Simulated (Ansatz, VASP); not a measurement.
**One calculation of Se, two programs**

```
Se
1.0
    -1.71719    1.71719    1.71719
     1.71719   -1.71719    1.71719
     1.71719    1.71719   -1.71719
Se
1
Direct
  0.00000 0.00000 0.00000
```

Alike in both runs: functional r2SCAN; k mesh 18 × 18 × 18; occupations gaussian, width 0.1 eV; no spin polarisation.

Ansatz relaxed the structure, and its values are those at the end. VASP's run is a single point on that final structure, the one shown.

|  | VASP | Ansatz |
| --- | --- | --- |
| version | VASP 6.6.1 | Ansatz 0.2.0 |
| potentials or method | VASP PAW PBE potentials, release 64 (Se) | scalar-relativistic, plane waves, PAW |
| plane-wave cutoff (eV) | 520 | 500 |
| valence electrons in the cell | 6 | 16 |

Ansatz gave:

- gap on the k mesh at the Fermi level (eV): none
- pressure (GPa): 0.0

Question: What did VASP give for the same quantities?

Answer: gap on the k mesh at the Fermi level (eV): none; pressure (GPa): -0.1.

A gap of «none» marks a metal or a gap that the smearing closes. The two sets of potentials don't hold the same shells in valence.

Caveats: the PAW data sets were made with another functional, which shifts forces and pressure a little (VASP).
